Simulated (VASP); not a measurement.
Wanted: the native input for a VASP 6.6.1 run.

```yaml
Task: relaxation of cell and atoms
Functional: LDA
Potentials_or_basis: VASP PAW LDA potentials, release 64 (Si, C)
Cutoff: 520 eV
k_mesh: 12 × 12 × 12
Occupations: gaussian, width 0.02 eV
Spin: no spin polarisation
Further_INCAR_settings: ALGO = Fast; EDIFF = 1e-07; IBRION = 2; EDIFFG = -0.002; NSW = 80; ISIF = 3
```

The structure of SiC lies in POSCAR:

```
SiC                                     
1.0
    0.0000000000      2.1657835622      2.1657835622
    2.1657835622      0.0000000000      2.1657835622
    2.1657835622      2.1657835622      0.0000000000
  Si              C             
     1     1
Direct
     0.0000000000000000    0.0000000000000000    0.0000000000000000
     0.2500000000000000    0.2500000000000000    0.2500000000000000
```

The input as run:

INCAR

```
ALGO = Fast ; EDIFF = 1E-7
EDIFFG = -0.002 ; ENCUT = 520
IBRION = 2 ; ISIF = 3
ISMEAR = 0 ; LASPH = T
LCHARG = F ; LREAL = F
LWAVE = F ; NELM = 80
NSW = 80 ; PREC = Accurate
SIGMA = 0.02
```

KPOINTS

```
k-points
0
Gamma
  12 12 12
```

Potentials or basis: VASP PAW LDA potentials, release 64 (Si, C).

Launch:

```bash
$ cat potpaw_LDA.64/Si/POTCAR potpaw_LDA.64/C/POTCAR > POTCAR
$ mpirun -np 1 vasp_std > vasp.out
```

It gave:

```json
{
 "Pressure after relaxing": "0.0 GPa",
 "Band gap on the k mesh": "1.29 eV, indirect (least direct gap 4.52 eV)"
}
```

Caveat: the relaxation stopped at its first step, so nothing moved.

Wall time 13 s on 1 thread of AMD EPYC 7R13 Processor (Zen 3), with other jobs on the host, peak memory 0.1 GiB.
